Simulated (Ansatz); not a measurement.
**A vibration from a frozen displacement in PbSe**

Level of theory: DFT PBE, scalar-relativistic, plane waves, PAW (Ansatz). Settings: plane waves to 420 eV, k-mesh 10×10×10 (Γ-centred), Gaussian smearing 0.03 eV. Spin–orbit coupling is left out, which matters for the heavy elements here. No spin polarisation. Energies are free energies at this smearing, counted from the undisturbed cell; pressure is positive in compression.

The starting cell (as given, not relaxed at this level; it stands at 2.4 GPa):

```
Pb Se
1.0
     0.00000    3.06215    3.06215
     3.06215    0.00000    3.06215
     3.06215    3.06215    0.00000
Pb Se
1 1
Direct
  0.00000 0.00000 0.00000
  0.50000 0.50000 0.50000
```

Every Pb atom is moved by x along the Cartesian unit vector (0.577, 0.577, 0.577); the cell and all other atoms stay fixed. The cell's volume is 57.43 Å³; the moved atoms weigh 207.200 u together and the others 78.971 u. Some rows repeat others by symmetry and weren't run.

| x (Å) | ΔE (meV/cell) | total force on the moved atoms along the move (eV/Å) | pressure (GPa) |
| --- | --- | --- | --- |
| -0.3000 | 46.46 | 0.4072 | 3.6400 |
| -0.2625 | 32.84 | 0.3211 | 3.3373 |
| -0.2250 | 22.24 | 0.2461 | 3.0740 |
| -0.1875 | 14.24 | 0.1824 | 2.8509 |
| -0.1500 | 8.42 | 0.1296 | 2.6687 |
| -0.1125 | 4.40 | 0.0864 | 2.5278 |
| -0.0750 | 1.83 | 0.0518 | 2.4288 |
| -0.0375 | 0.43 | 0.0236 | 2.3711 |
| 0.0000 | 0.00 | 0.0000 | 2.3529 |
| 0.0375 | 0.43 | -0.0236 | 2.3711 |
| 0.0750 | 1.83 | -0.0518 | 2.4288 |
| 0.1125 | 4.40 | -0.0864 | 2.5278 |
| 0.1500 | 8.42 | -0.1296 | 2.6687 |
| 0.1875 | 14.24 | -0.1824 | 2.8509 |
| 0.2250 | 22.24 | -0.2461 | 3.0740 |
| 0.2625 | 32.84 | -0.3211 | 3.3373 |
| 0.3000 | 46.46 | -0.4072 | 3.6400 |

What frequency belongs to this motion?

The force constant is k = −dF/dx = 0.628 eV/Å², from the parabola through x = -0.0375, 0 and 0.0375. In every cell the moved atoms swing against the rest, so the mass is μ = m₁m₂/(m₁ + m₂) = 57.178 u, and ν̃ = 521.5 cm⁻¹ × √(|k|/μ) = 55 cm⁻¹, at this cell's pressure of 2.4 GPa. To first order in x, and within 1 %, the force on every atom lies along the move and, within each of the two groups, in proportion to the atom's mass, so this is itself a mode at the zone centre of this cell, taken without macroscopic field (the transverse frequency in a polar insulator).

How far does the harmonic law reach?

At x = -0.300 Å, kx²/2 = 28.27 meV against the computed 46.46 meV (+64.4 %): the well stiffens in this direction at large amplitude.